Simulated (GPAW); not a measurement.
# Li2Se (Fm-3m) in GPAW: convergence with bands over the usual count

Aim: find how far bands over the usual count must go before the results for Li2Se settle, at PBE. This setting moves, with any that are tied to it; all else stays.

Program: GPAW 26.7.0. These are calculated values, not measurements. Logs are shortened: lines on timing, memory, paths and dates and some standing lists are left out, and cuts for length are marked. The log counts tension as positive stress, the text compression.

## 1. The structure

The structure is cubic, space group Fm-3m (No. 225). The conventional cell has a = 6.005 Å, b = 6.005 Å, c = 6.005 Å, α = 90.00°, β = 90.00°, γ = 90.00°. Se (site symmetry m-3m) has 8 Li at 2.60 Å as nearest neighbours. Around Li (site symmetry -43m) lie 4 Se at 2.60 Å.

## 2. With bands over the usual count 0.72

Contents of run.py:

```python
from ase.dft.bandgap import bandgap
from ase.io import read, write
from ase.units import GPa
from gpaw import GPAW, PW

atoms = read('POSCAR')

calc = GPAW(mode=PW(800),
            xc='PBE',
            kpts={'size': (8, 8, 8), 'gamma': True},
            occupations={'name': 'fermi-dirac', 'width': 0.05},
            nbands=9,
            convergence={'density': 1e-05, 'energy': 1e-05},
            maxiter=100,
            txt='gpaw.txt')
atoms.calc = calc
energy = atoms.get_potential_energy()
forces = atoms.get_forces()
stress = atoms.get_stress()
calc.write('gs.gpw')
write('result.traj', atoms)
print(f'Energy: {energy:.6f} eV')
print('Forces (eV/A):')
print(forces.round(4))
print('Stress (GPa):', (stress / GPa).round(3))
print('Fermi level:', round(calc.get_fermi_level(), 4), 'eV')
print(f'Gap: {bandgap(calc)[0]:.4f} eV, direct: {bandgap(calc, direct=True)[0]:.4f} eV')
```

Contents of POSCAR:

```
Li2Se
1.0
    0.0000000000      3.0025000000      3.0025000000
    3.0025000000      0.0000000000      3.0025000000
    3.0025000000      3.0025000000      0.0000000000
Se Li
1 2
Direct
    0.0000000000      0.0000000000      0.0000000000
    0.7500000000      0.7500000000      0.7500000000
    0.2500000000      0.2500000000      0.2500000000
```

Potentials or basis: GPAW PAW data sets (gpaw-data 1.2.1), pw.

Run with:

```bash
OMP_NUM_THREADS=1 python run.py
```

Wall time 12 s (1 thread of Arm Neoverse V2, shared host); peak memory 0.17 GiB.

What came out:

- Free energy: -11.0855 eV
- Pressure: 0.4 GPa
- Band gap on the k mesh: 2.97 eV, indirect (least direct gap 3.38 eV)

## 3. With bands over the usual count 0.8

Changes to run.py since step 2:

```diff
@@ -11,3 +11,3 @@
             occupations={'name': 'fermi-dirac', 'width': 0.05},
-            nbands=9,
+            nbands=10,
             convergence={'density': 1e-05, 'energy': 1e-05},
```

POSCAR is that of step 2.

Potentials or basis: GPAW PAW data sets (gpaw-data 1.2.1), pw.

Run with:

```bash
OMP_NUM_THREADS=1 python run.py
```

It took 13 s on 1 thread of Arm Neoverse V2, shared host; peak memory 0.18 GiB.

Results (log left out):

```yaml
Free_energy: -11.0855 eV
Pressure: 0.4 GPa
Band_gap_on_the_k_mesh: 2.97 eV, indirect (least direct gap 3.38 eV)
```

## 4. With bands over the usual count 0.9

Changes to run.py since step 3:

```diff
@@ -11,3 +11,3 @@
             occupations={'name': 'fermi-dirac', 'width': 0.05},
-            nbands=10,
+            nbands=11,
             convergence={'density': 1e-05, 'energy': 1e-05},
```

POSCAR is that of step 3.

Run with:

```bash
OMP_NUM_THREADS=1 python run.py
```

It took 14 s on 1 thread of Arm Neoverse V2, shared host; peak memory 0.18 GiB.

It converged, with:

```yaml
Free_energy: -11.0855 eV
Pressure: 0.4 GPa
Band_gap_on_the_k_mesh: 2.97 eV, indirect (least direct gap 3.38 eV)
```

## 5. With bands over the usual count 1

Changes to run.py since step 4:

```diff
@@ -11,3 +11,3 @@
             occupations={'name': 'fermi-dirac', 'width': 0.05},
-            nbands=11,
+            nbands=12,
             convergence={'density': 1e-05, 'energy': 1e-05},
```

POSCAR is that of step 4.

Run with:

```bash
OMP_NUM_THREADS=1 python run.py
```

It took 15 s on 1 thread of Arm Neoverse V2, shared host; peak memory 0.18 GiB.

The run converged. Its results:

- Free energy: -11.0855 eV
- Pressure: 0.4 GPa
- Band gap on the k mesh: 2.97 eV, indirect (least direct gap 3.38 eV)

## 6. With bands over the usual count 1.3

Changes to run.py since step 5:

```diff
@@ -11,3 +11,3 @@
             occupations={'name': 'fermi-dirac', 'width': 0.05},
-            nbands=12,
+            nbands=16,
             convergence={'density': 1e-05, 'energy': 1e-05},
```

POSCAR is that of step 5.

Potentials or basis: GPAW PAW data sets (gpaw-data 1.2.1), pw.

Run with:

```bash
OMP_NUM_THREADS=1 python run.py
```

Wall time 19 s (1 thread of Arm Neoverse V2, shared host); peak memory 0.18 GiB.

Results (log left out):

```
Free energy            : -11.0855 eV
Pressure               : 0.4 GPa
Band gap on the k mesh : 2.97 eV, indirect (least direct gap 3.38 eV)
```

## 7. With bands over the usual count 1.7

Changes to run.py since step 6:

```diff
@@ -11,3 +11,3 @@
             occupations={'name': 'fermi-dirac', 'width': 0.05},
-            nbands=16,
+            nbands=21,
             convergence={'density': 1e-05, 'energy': 1e-05},
```

POSCAR is that of step 6.

Run with:

```bash
OMP_NUM_THREADS=1 python run.py
```

Wall time 25 s (1 thread of Arm Neoverse V2, shared host); peak memory 0.19 GiB.

The run converged. Its results:

```
Free energy            : -11.0855 eV
Pressure               : 0.4 GPa
Band gap on the k mesh : 2.97 eV, indirect (least direct gap 3.38 eV)
```

## 8. With bands over the usual count 2.5

Changes to run.py since step 7:

```diff
@@ -11,3 +11,3 @@
             occupations={'name': 'fermi-dirac', 'width': 0.05},
-            nbands=21,
+            nbands=30,
             convergence={'density': 1e-05, 'energy': 1e-05},
```

POSCAR is that of step 7.

Potentials or basis: GPAW PAW data sets (gpaw-data 1.2.1), pw.

Run with:

```bash
OMP_NUM_THREADS=1 python run.py
```

gpaw.txt:

```text
__  _  _
 | _ |_)|_||  |
 |__||  | ||/\| - 26.7.0

Input parameters:
  mode=PW(ecut=800.0),
  convergence={'density': 1e-05, 'energy': 1e-05},
  kpts=MonkhorstPack(size=(8, 8, 8), gamma=True),
  maxiter=100,
  nbands=30,
  occupations=Occupations(name='fermi-dirac', width=0.05),
  xc=XC(name='PBE')

Diagonalizing LCAO Hamiltonian
Converting LCAO to pw mode

                     Li

            Li

       Se

Atoms  # Å, Bohr magnetons
|   | symbol |        x |        y |        z |    initial magnetic moments |
|---|--------|----------|----------|----------|-----------------------------|
| 0 |     Se | 0.000000 | 0.000000 | 0.000000 | ( 0.0000,  0.0000,  0.0000) |
| 1 |     Li | 4.503750 | 4.503750 | 4.503750 | ( 0.0000,  0.0000,  0.0000) |
| 2 |     Li | 1.501250 | 1.501250 | 1.501250 | ( 0.0000,  0.0000,  0.0000) |

Unit cell  # Å
| periodic |        x |        y |        z |  lengths |    angles |
|----------|----------|----------|----------|----------|-----------|
|      yes | 0.000000 | 3.002500 | 3.002500 | 4.246176 | 60.000000 |
|      yes | 3.002500 | 0.000000 | 3.002500 | 4.246176 | 60.000000 |
|      yes | 3.002500 | 3.002500 | 0.000000 | 4.246176 | 60.000000 |

Number of symmetries: 48
Symmetry operations  # r_c * U_cc + t_c -> r_c
|    | kind |            matrix            |
|----|------|------------------------------|
|  0 |  σ   |  1, 0, 0,  1, 0,-1,  1,-1, 0 |
|  1 |  C2  |  1, 0, 0,  1,-1, 0,  1, 0,-1 |
|  2 |  E   |  1, 0, 0,  0, 1, 0,  0, 0, 1 |
|  3 |  σ   |  1, 0, 0,  0, 0, 1,  0, 1, 0 |
|  4 |  C4  |  1, 0,-1,  1, 0, 0,  1,-1, 0 |
|  5 |  S6  |  1, 0,-1,  1,-1, 0,  1, 0, 0 |
|  6 |  σ   |  1, 0,-1,  0, 1,-1,  0, 0,-1 |
|  7 |  C3  |  1, 0,-1,  0, 0,-1,  0, 1,-1 |
|  8 |  S6  |  1,-1, 0,  1, 0, 0,  1, 0,-1 |
|  9 |  C4  |  1,-1, 0,  1, 0,-1,  1, 0, 0 |
| 10 |  C3  |  1,-1, 0,  0,-1, 1,  0,-1, 0 |
| 11 |  σ   |  1,-1, 0,  0,-1, 0,  0,-1, 1 |
| 12 |  σ   |  0, 1, 0,  1, 0, 0,  0, 0, 1 |
| 13 |  C4  |  0, 1, 0,  0, 1,-1, -1, 1, 0 |
| 14 |  C3  |  0, 1, 0,  0, 0, 1,  1, 0, 0 |
| 15 |  S6  |  0, 1, 0, -1, 1, 0,  0, 1,-1 |
| 16 |  C2  |  0, 1,-1,  1, 0,-1,  0, 0,-1 |
| 17 |  σ   |  0, 1,-1,  0, 1, 0, -1, 1, 0 |
| 18 |  S4  |  0, 1,-1,  0, 0,-1,  1, 0,-1 |
| 19 |  C4  |  0, 1,-1, -1, 1, 0,  0, 1, 0 |
| 20 |  C3  |  0, 0, 1,  1, 0, 0,  0, 1, 0 |
| 21 |  σ   |  0, 0, 1,  0, 1, 0,  1, 0, 0 |
| 22 |  S6  |  0, 0, 1,  0,-1, 1, -1, 0, 1 |
| 23 |  C4  |  0, 0, 1, -1, 0, 1,  0,-1, 1 |
| 24 |  S4  |  0, 0,-1,  1, 0,-1,  0, 1,-1 |
| 25 |  C3  |  0, 0,-1,  0, 1,-1,  1, 0,-1 |
| 26 |  C2  |  0, 0,-1,  0,-1, 0, -1, 0, 0 |
| 27 |  S6  |  0, 0,-1, -1, 0, 0,  0,-1, 0 |
| 28 |  S4  |  0,-1, 1,  1,-1, 0,  0,-1, 0 |
| 29 |  C4  |  0,-1, 1,  0, 0, 1, -1, 0, 1 |
| 30 |  C2  |  0,-1, 1,  0,-1, 0,  1,-1, 0 |
| 31 |  σ   |  0,-1, 1, -1, 0, 1,  0, 0, 1 |
| 32 |  C3  |  0,-1, 0,  1,-1, 0,  0,-1, 1 |
| 33 |  S6  |  0,-1, 0,  0, 0,-1, -1, 0, 0 |
| 34 |  S4  |  0,-1, 0,  0,-1, 1,  1,-1, 0 |
| 35 |  C2  |  0,-1, 0, -1, 0, 0,  0, 0,-1 |
| 36 |  C2  | -1, 1, 0,  0, 1, 0,  0, 1,-1 |
| 37 |  S6  | -1, 1, 0,  0, 1,-1,  0, 1, 0 |
| 38 |  S4  | -1, 1, 0, -1, 0, 1, -1, 0, 0 |
| 39 |  C3  | -1, 1, 0, -1, 0, 0, -1, 0, 1 |
| 40 |  S6  | -1, 0, 1,  0, 0, 1,  0,-1, 1 |
| 41 |  C2  | -1, 0, 1,  0,-1, 1,  0, 0, 1 |
| 42 |  C3  | -1, 0, 1, -1, 1, 0, -1, 0, 0 |
| 43 |  S4  | -1, 0, 1, -1, 0, 0, -1, 1, 0 |
| 44 |  C2  | -1, 0, 0,  0, 0,-1,  0,-1, 0 |
| 45 |  i   | -1, 0, 0,  0,-1, 0,  0, 0,-1 |
| 46 |  σ   | -1, 0, 0, -1, 1, 0, -1, 0, 1 |
| 47 |  C2  | -1, 0, 0, -1, 0, 1, -1, 1, 0 |

BZ-sampling:
  Number of BZ points: 512
  Number of IBZ points: 29

  Monkhorst-Pack size: [8, 8, 8]
  Monkhorst-Pack shift: [0.0625, 0.0625, 0.0625]

K-points  # in reciprocal-cell coordinates
|     |                                coordinates |     weight |
|-----|--------------------------------------------|------------|
|   0 | (  0.00000000,   0.00000000,   0.00000000) | 0.00195312 |
|   1 | (  0.12500000,   0.12500000,   0.00000000) | 0.01171875 |
|   2 | (  0.12500000,   0.12500000,   0.12500000) | 0.01562500 |
|   3 | (  0.25000000,   0.12500000,   0.12500000) | 0.02343750 |
|   4 | (  0.25000000,   0.25000000,   0.00000000) | 0.01171875 |
|   5 | (  0.25000000,   0.25000000,   0.12500000) | 0.04687500 |
|   6 | (  0.25000000,   0.25000000,   0.25000000) | 0.01562500 |
|   7 | (  0.37500000,   0.25000000,  -0.37500000) | 0.04687500 |
|   8 | (  0.37500000,   0.25000000,   0.12500000) | 0.04687500 |
|   9 | (  0.37500000,   0.25000000,   0.25000000) | 0.04687500 |
| ... |                                            |            |
|  28 | (  0.50000000,   0.50000000,   0.50000000) | 0.00781250 |

Plane wave coefficients: 2797
Cutoff: 800.0 eV

Spin-components: 1 (collinear spins)
Bands:           30
Projectors:      11
Spin-degeneracy: 2
Datatype:        complex128

Parallelization:
  kpt:    1
  domain: 1
  band:   1

Density:
  Valence electrons: 8.0
  Components: 1
  Grid points: [28 28 28]
  Charge: 0.0  # |e|

Potential:
  Grid points: [28 28 28]

species:
  Se:
    name:    Selenium
    Z:       34.0
    valence: 6
    core:    28
    charge:  0.0  # [|e|]
    compensation charges:
      type: gauss
      rc: 0.27  # [Å]
      lmax: 2
    cutoffs:
      filter: 1.77  # [Å]
      core: 2.67  # [Å]
    projectors
    | kind |    occ | energy [eV] | rcut [Å] |
    |------|--------|-------------|----------|
    |   4s |  2.000 |     -17.277 |    0.847 |
    |   4p |  4.000 |      -6.512 |    1.005 |
    |    s |        |       9.935 |    0.847 |
    |    p |        |      20.699 |    1.005 |
    |    d |        |       0.000 |    0.847 |

    Using partial waves for Se as LCAO basis

  Li:
    name:    Lithium
    Z:       3.0
    valence: 1
    core:    2
    charge:  0.0  # [|e|]
    compensation charges:
      type: gauss
      rc: 0.33  # [Å]
      lmax: 2
    cutoffs:
      filter: 1.91  # [Å]
      core: 2.55  # [Å]
    projectors
    | kind |    occ | energy [eV] | rcut [Å] |
    |------|--------|-------------|----------|
    |   2s |  1.000 |      -2.874 |    1.058 |
    |   2p |  0.000 |      -1.090 |    1.058 |
    |    s |        |      24.337 |    1.058 |

    Using partial waves for Li as LCAO basis

Reference energy: -66509.107771  # eV

eigensolver:
  PPCG
  Converge bands: occupied
  niter=2

density mixing:
  MSR1-Mixer
  Pratt-step length: 0.05
  Maximum mixing coefficient: 0.75
  Old densities: 10
  SVD Regularization: 0.005
  Good broyden scale: 1.0
  Trust region scale: 1.0
  Backstep threshold: 4.0
  History deletion threshold: 6.0
  Fourier metric: weight=20.0, sigma=0.015

occupation numbers:
  Fermi-Dirac:
    width: 0.0500  # eV

poisson solver:
  ecut: 6400.0  # eV

xc functional:
  name: PBE with 2 nearest neighbor stencil

convergence criteria:
[... 6 lines left out ...]
|iter     | |      energy | eigst |  dens |
|---------|-|-------------|-------|-------|
|iter:   1| |  -11.131687 | -0.69 |       |
|iter:   2| |  -11.121710 | -3.17 | -1.01 |
|iter:   3| |  -11.081294 | -2.83 | -1.03 |
|iter:   4| |  -11.085192 | -4.06 | -1.58 |
|iter:   5| |  -11.085471 | -5.04 | -2.31 |
|iter:   6| |  -11.085504 | -6.18 | -2.97 |
|iter:   7| |  -11.085504c| -7.16 | -3.67 |
|iter:   8| |  -11.085504c| -8.43c| -4.92 |
|iter:   9| |  -11.085504c| -9.03c| -5.38c|

Converged in 9 steps
Energy contributions relative to reference atoms: (reference = -66509.107771)

Energy contributions:
  Kinetic:          14.742938
  Coulomb:         -14.422596
  Zero:             -0.030481
  External:          0.000000
  Xc:              -11.375366
  Entropy:          -0.000000
  Spinorbit:         0.000000
  ----------------------------
  Free energy:     -11.085504
  Extrapolated:    -11.085504

dipole moment: (-22.085610, -22.085610, -22.085610)  # |e|*Ang

Fermi level: 3.121
Eigenvalues  # (at kpt = [0.000, 0.000, 0.000])
| band index |      eig [eV] | occ [0-2] |
|------------|---------------|-----------|
|          0 |        -9.696 |     2.000 |
|          1 |         1.696 |     2.000 |
|          2 |         1.696 |     2.000 |
|          3 |         1.696 |     2.000 |
|          4 |         5.077 |     0.000 |
|          5 |         7.320 |     0.000 |
|          6 |         7.320 |     0.000 |
|          7 |         7.320 |     0.000 |
|          8 |        12.332 |     0.000 |
|          9 |        12.332 |     0.000 |
|         10 |        12.648 |     0.000 |
|         11 |        12.648 |     0.000 |
|        ... |               |           |
|         29 |        37.070 |     0.000 |

Gap: 2.974 eV
Transition (v -> c):
  (s=0, k=0, n=3, [0.00, 0.00, 0.00]) -> (s=0, k=24, n=4, [0.50, 0.50, 0.00])
Direct/indirect transitions are different
Direct gap: 3.381 eV
Transition at: (s=0, k=0, n=3, [0.00, 0.00, 0.00])

Forces  # eV/Ang
|       x |        y |        z |
|---------|----------|----------|
| 0.00000 | -0.00000 | -0.00000 |  # Se   0
| 0.00000 |  0.00000 |  0.00000 |  # Li   1
| 0.00000 | -0.00000 |  0.00000 |  # Li   2

Stress tensor  # eV/Ang^3
|         x |         y |         z |
|-----------|-----------|-----------|
| -0.002327 |  0.000000 |  0.000000 |
|  0.000000 | -0.002327 | -0.000000 |
|  0.000000 | -0.000000 | -0.002327 |

# Writing to gs.gpw (mode='')
```

stdout:

```text
Energy: -11.085504 eV
Forces (eV/A):
[[ 0. -0. -0.]
 [ 0.  0.  0.]
 [ 0. -0.  0.]]
Stress (GPa): [-0.373 -0.373 -0.373 -0.     0.     0.   ]
Fermi level: 3.121 eV
Gap: 2.9740 eV, direct: 3.3806 eV
```

Run time: 36 s. Hardware: 1 thread of Arm Neoverse V2, shared host; peak memory 0.2 GiB.

What came out:

- Free energy: -11.0855 eV
- Pressure: 0.4 GPa
- Band gap on the k mesh: 2.97 eV, indirect (least direct gap 3.38 eV)

## 9. The series at a glance

| bands over the usual count | energy less the tightest run, at zero smearing (meV/atom) | SCF cycles | CPU time (s) | peak memory (GiB) |
| --- | --- | --- | --- | --- |
| 0.72 | 0.00 | 9 | 12 | 0.17 |
| 0.8 | 0.00 | 9 | 13 | 0.18 |
| 0.9 | 0.00 | 9 | 14 | 0.18 |
| 1 | 0.00 | 9 | 15 | 0.18 |
| 1.3 | 0.00 | 9 | 19 | 0.18 |
| 1.7 | 0.00 | 9 | 25 | 0.19 |
| 2.5 | 0.00 | 9 | 36 | 0.2 |

Against the tightest run, the energy stays within 1 meV/atom from 0.72 on. The tightest run that finished is the yardstick and may itself not be fully converged.
